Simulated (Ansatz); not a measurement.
# La, fcc: how the functional moves the structure

All rows: Ansatz, plane waves with scalar-relativistic PAW, 420 eV (500 eV for the SCAN forms), relaxed under each functional, no dispersion correction, no zero-point motion. B₀ comes from uniform scaling at fixed shape; a dash is a value not given.

```json
{"functional": "PBE", "V (Å³/atom)": "37.32", "cell": "a = 5.305 Å", "B₀ (GPa)": "-", "magnetic state": "spin not included", "ΔE to dhcp (meV/atom)": "4"}
{"functional": "r²SCAN", "V (Å³/atom)": "37.42", "cell": "a = 5.309 Å", "B₀ (GPa)": "-", "magnetic state": "spin not included", "ΔE to dhcp (meV/atom)": "10"}
{"functional": "PBEsol", "V (Å³/atom)": "34.00", "cell": "a = 5.142 Å", "B₀ (GPa)": "29", "magnetic state": "spin not included", "ΔE to dhcp (meV/atom)": "-1"}
{"functional": "revPBE", "V (Å³/atom)": "38.66", "cell": "a = 5.367 Å", "B₀ (GPa)": "24", "magnetic state": "spin not included", "ΔE to dhcp (meV/atom)": "5"}
{"functional": "RPBE", "V (Å³/atom)": "39.20", "cell": "a = 5.393 Å", "B₀ (GPa)": "24", "magnetic state": "spin not included", "ΔE to dhcp (meV/atom)": "6"}
{"functional": "BLYP", "V (Å³/atom)": "40.03", "cell": "a = 5.430 Å", "B₀ (GPa)": "25", "magnetic state": "spin not included", "ΔE to dhcp (meV/atom)": "5"}
```

Problem. What does LDA give?

Solution. V (Å³/atom): 31.98; cell: a = 5.039 Å; B₀ (GPa): 32; magnetic state: spin not included; ΔE to dhcp (meV/atom): -4.
